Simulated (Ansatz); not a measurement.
The system is Te2Mo.

```xyz
6
Lattice="3.5182 0.0000 0.0000 -1.7591 3.0469 0.0000 0.0000 0.0000 13.9736" Properties=species:S:1:pos:R:3 pbc="T T T"
Te    1.7591    1.0156    5.2960
Te    0.0000    2.0312   12.2828
Te    1.7591    1.0156    1.6908
Te    0.0000    2.0312    8.6776
Mo    1.7591    1.0156   10.4802
Mo    0.0000    2.0312    3.4934
```

* Program: Ansatz 0.2.0
* Task: single point
* Functional: PBEsol
* Potentials or basis: all-electron LAPW, scalar-relativistic
* Cutoff: 261 eV (chosen from the basis error)
* Basis error allowed: 0.001 eV/atom
* k mesh: 9 × 9 × 2
* Occupations: fermi-dirac, width 0.05 eV
* Spin: no spin polarisation

On this cell: pressure -1.1 GPa; largest force 0.090 eV/Å; band gap on the k mesh 0.76 eV, indirect (least direct gap 1.04 eV).

The same run follows on a disturbed copy (atoms moved at random, drawn with an rms of 0.05 Å):

```
Te Mo
1.0
     3.51820    0.00000    0.00000
    -1.75910    3.04685    0.00000
     0.00000    0.00000   13.97360
Te Mo
4 2
Direct
  0.68221 0.35004 0.37941
  0.33262 0.66864 0.88013
  0.67577 0.34141 0.12384
  0.34483 0.67496 0.62304
  0.65283 0.31865 0.74889
  0.31947 0.65670 0.25247
```

Task: What does the disturbed cell give?

Result: The energy moves by +18.4 meV/atom; pressure -0.1 GPa; largest force 1.307 eV/Å; band gap on the k mesh 0.73 eV, indirect (least direct gap 1.02 eV).

Forces in eV/Å, atoms in the order of the input:
```
Te  -0.449 -0.583  0.371
Te  -0.120 -0.339 -0.353
Te  -0.360 -0.400 -0.067
Te  -0.334 -0.537 -0.485
Mo   0.455  0.883  0.849
Mo   0.808  0.975 -0.316
```

Stress tensor (GPa, compression positive):
```
-0.60  0.13  0.20
 0.13 -0.77  0.01
 0.20  0.01  0.97
```

Caveats: spin-orbit coupling is left out, which moves the levels of the heavy elements; an odd mesh through Γ misses points on the zone boundary, where band edges often lie; this functional lacks dispersion, which binds the layers, so the pressure and a relaxed spacing across them are unreliable (some runs).
